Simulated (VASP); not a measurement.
Set up this calculation in VASP 6.6.1, as the native input.

```yaml
Task: relaxation of cell and atoms
Functional: r2SCAN
Dispersion: rVV10
Potentials_or_basis: VASP PAW PBE potentials, release 64 (W_sv, Se)
Cutoff: 600 eV
k_mesh: 9 × 9 × 2
Occupations: gaussian, width 0.03 eV
Spin: no spin polarisation
Further_INCAR_settings: ALGO = Normal; EDIFF = 1e-07; IBRION = 2; EDIFFG = -0.005; NSW = 90; ISIF = 3
```

The structure of WSe2 lies in POSCAR:

```
WSe2                                    
1.0
    3.3060709375      0.0000000000     -0.0000000000
   -1.6530354688      2.8631414186      0.0000000000
   -0.0000000000     -0.0000000000     13.1710380386
  W               Se            
     2     4
Direct
     0.3333333332999970    0.6666666667000030    0.2500000000000000
     0.6666666667000030    0.3333333332999970    0.7500000000000000
     0.3333333332999970    0.6666666667000030    0.6234385374267793
     0.6666666667000030    0.3333333332999970    0.1234385374267794
     0.3333333332999970    0.6666666667000030    0.8765614625732207
     0.6666666667000030    0.3333333332999970    0.3765614625732207
```

One way to write it, as run:

INCAR

```
SYSTEM = WSe2
PREC = Accurate
ENCUT = 600
EDIFF = 1E-7
ISMEAR = 0
SIGMA = 0.03
LREAL = .False.
LASPH = .True.
NELM = 80
ALGO = Normal
ISIF = 3
LWAVE = .False.
LCHARG = .False.
METAGGA = R2SCAN
LMIXTAU = .True.
LUSE_VDW = .True.
IVDW_NL = 2
BPARAM = 11.95
CPARAM = 0.0093
IBRION = 2
NSW = 90
EDIFFG = -0.005
KPAR = 2
```

KPOINTS

```
Automatic mesh
0
Gamma
  9 9 2
  0 0 0
```

Potentials or basis: VASP PAW PBE potentials, release 64 (W_sv, Se).

Command:

```sh
$ cat potpaw_PBE.64/W_sv/POTCAR potpaw_PBE.64/Se/POTCAR > POTCAR
$ mpirun -np 2 vasp_std > vasp.out
```

Results of the run:

```
Relaxed volume                         : 20.78 Å³/atom
Relaxed cell                           : a = 3.306 Å, b = 3.306 Å, c = 13.173 Å, α = 90.00°, β = 90.00°, γ = 120.00°
Space group after relaxing (to 0.05 Å) : P6_3/mmc (No. 194)
Energy gained by relaxing              : 0.0 meV/atom
Ionic steps                            : 3
Pressure after relaxing                : 0.0 GPa
Band gap on the k mesh                 : 1.23 eV, indirect (least direct gap 1.60 eV)
```

Caveat: the PAW data sets were made with another functional, which shifts forces and pressure a little; spin-orbit coupling is left out, which moves the levels of the heavy elements; an odd mesh through Γ misses points on the zone boundary, where band edges often lie.

It took 10 min on 2 MPI ranks on Intel(R) Xeon(R) 6975P-C (Granite Rapids) (shared host), peak memory 0.68 GiB a rank.
